## One SiC crystal, five functionals

The atoms stay put in this series; only the functional changes, with one change of potentials. The "gap on path" is the energy from the highest filled to the lowest empty state anywhere along the band path. The "direct gap on path" is the smallest such energy at a single wavevector.

Plane-wave DFT calculations with VASP 6.6.1 and PAW potentials for cubic SiC (F-43m, conventional edge 4.358 Å), with the same cell and atoms in every row. All runs use a 520 eV cutoff, a 10 × 10 × 10 k mesh and Gaussian smearing of 0.03 eV, without spin polarisation or spin–orbit coupling. The band path is Γ–X–W–K–Γ–L–U–W–L–K|U–X.

| functional | potentials | gap on path (eV) | direct gap on path (eV) |
| --- | --- | --- | --- |
| LDA | VASP-PAW-LDA-potentials,-recommended | 1.305 | 4.498 |
| PBE | VASP-PAW-PBE-potentials,-recommended | 1.357 | 4.542 |
| PBEsol | VASP-PAW-PBE-potentials,-recommended | 1.234 | 4.444 |
| r2SCAN | VASP-PAW-PBE-potentials,-recommended | 1.725 | 5.059 |
| TB-mBJ | VASP-PAW-PBE-potentials,-recommended | 2.345 | 5.526 |

**1. Which choice of functional matters most?**

The gap on path is the indirect gap. In LDA, PBE and PBEsol it agrees to about 0.12 eV. r2SCAN is 0.37 eV above PBE, and TB-mBJ is 0.99 eV above it. Changing among the three simplest functionals therefore matters far less than moving to either of the other two.

**2. Why is the direct gap more than 3 eV larger?**

The filled states reach their top at Γ, the centre of the Brillouin zone. The lowest empty state of cubic SiC is known to lie at X, on the zone boundary. At X the p orbitals of neighbouring atoms bond more strongly than at Γ, so the highest filled state there is deeper. If the smallest direct gap is also at X, which fits these results but is not printed, the extra 3.2 eV, or 3.3 eV in r2SCAN, is this fall of the valence top. The direct gap at Γ is larger still, 6.2 eV in PBE.

**3. Why do the three lowest gaps agree, and why are they too small?**

The measured gap is roughly 2.4 eV, a recalled value, so these three fall short by more than 1 eV. Theory gives the main reason: the true gap compares removing an electron with adding one, and the exact potential jumps when an electron is added. LDA and the two gradient-corrected functionals lack that jump, so they share most of the error. Vibrations are also missing here, but they lower the measured gap, so including them would not close the difference.

**4. How does r2SCAN open the gap?**

r2SCAN also uses the kinetic-energy density, built from the slopes of the orbitals. Its equation for each orbital therefore gains a term shaped like kinetic energy, which can recover part of the missing jump. Such a term acts like a lighter electron mass and should stretch the bands. The valence band at Γ does widen, from 15.4 eV in PBE to 16.2 eV, and the fall of its top from Γ to L grows by a similar 5%, as does the fall to X if both gaps end there. This fits the picture, but it does not show how much of the 0.37 eV rise in the gap comes from this term, because the density and the rest of the potential change too.

**5. Does TB-mBJ do the same, only more strongly?**

No. It raises the indirect and direct gaps of PBE by almost the same amount, 0.99 and 0.98 eV, so the difference between them stays as it was. If both gaps end at X, this means that the fall of the valence top is unchanged. TB-mBJ uses the kinetic-energy density only to shape an ordinary potential, with no mass-like term. Compared with PBE's, that potential is expected to be higher where the empty states have more of their weight than the filled ones, which would move the two sets apart. It was designed to give good gaps, so its result near 2.4 eV is no evidence for good energies or bond lengths.

**6. What would change if each functional chose its own cell?**

The cell is almost exactly the one PBEsol prefers. LDA would shrink it and PBE would expand it, as their computed pressures of −4.0 and +3.2 GPa show. Squeezing cubic SiC lowers its indirect gap by a few meV per GPa, a rough recalled figure. The LDA gap would thus fall and the PBE gap rise, each by about a hundredth of an eV, and the order would probably survive. TB-mBJ could not choose a cell at all, because it is a potential without a matching energy.

**7. What does the gap error mean for carriers created by heat?**

The number of carriers that heat creates in undoped material varies as $\exp(-E_g/2kT)$, where $E_g$ is the indirect gap, $k$ Boltzmann's constant and $T$ the temperature. PBE and TB-mBJ differ by 0.988 eV, and $2kT$ at 300 K is 0.052 eV. The ratio is 19, and $e^{19}$ is of the order of $10^8$. With equal densities of states at the band edges, PBE thus predicts roughly two hundred million times more carriers, and at 600 K still over ten thousand times more. An estimate of these carriers should not take its gap from LDA, PBE or PBEsol, and r2SCAN is still about 0.7 eV short.

**8. Which digits can be trusted?**

Gaps from the path and from the regular mesh agree within 1 meV, so the mesh found no better band edge away from the path. Both sets of points contain Γ and X and rest on the same cutoff and mesh, so this agreement does not test the cutoff or the density of the mesh, and the last printed decimal is not proven by it. The 0.07 eV between LDA and PBEsol also contains a change of potentials, so it is not purely an effect of the functional. As predictions of the measured gap, all the indirect gaps except that of TB-mBJ are already wrong in the first digit.

Output of the analysis:

```
Changes against PBE and direct minus indirect gap in eV:
     row  indirect change  direct change  direct minus indirect  ratio to PBE
     LDA           -0.052         -0.044                  3.193         1.003
     PBE                0              0                  3.185             1
  PBEsol           -0.123         -0.098                   3.21         1.008
  r2SCAN            0.368          0.517                  3.334         1.047
  TB-mBJ            0.988          0.984                  3.181        0.9987
Rough recalled measured gap of 2.4 eV minus computed gap in eV:
     row  shortfall
     LDA      1.095
     PBE      1.043
  PBEsol      1.166
  r2SCAN      0.675
  TB-mBJ      0.055
Spread of the LDA and PBE and PBEsol gaps in eV: 0.123
LDA minus PBEsol gap in eV: 0.071
PBE minus LDA gap in eV: 0.052
TB-mBJ minus r2SCAN gap in eV: 0.62
TB-mBJ gap divided by PBE gap: 1.728
Gap at Gamma in PBE in eV: 6.234
Gap at Gamma in PBEsol in eV: 6.187
Gap at Gamma in r2SCAN in eV: 6.834
Lowest empty state at L above the valence top in PBE in eV: 5.434
Valence width at Gamma in PBE in eV: 15.4
Valence width at Gamma in r2SCAN in eV: 16.18
Valence width ratio r2SCAN to PBE: 1.05
Fall of valence top from Gamma to L ratio r2SCAN to PBE: 1.052
Largest difference of path and mesh gap in meV: 0.8
Powers of ten in carrier density PBE over TB-mBJ at 300 K: 8.299
Powers of ten in carrier density PBE over TB-mBJ at 600 K: 4.149
```
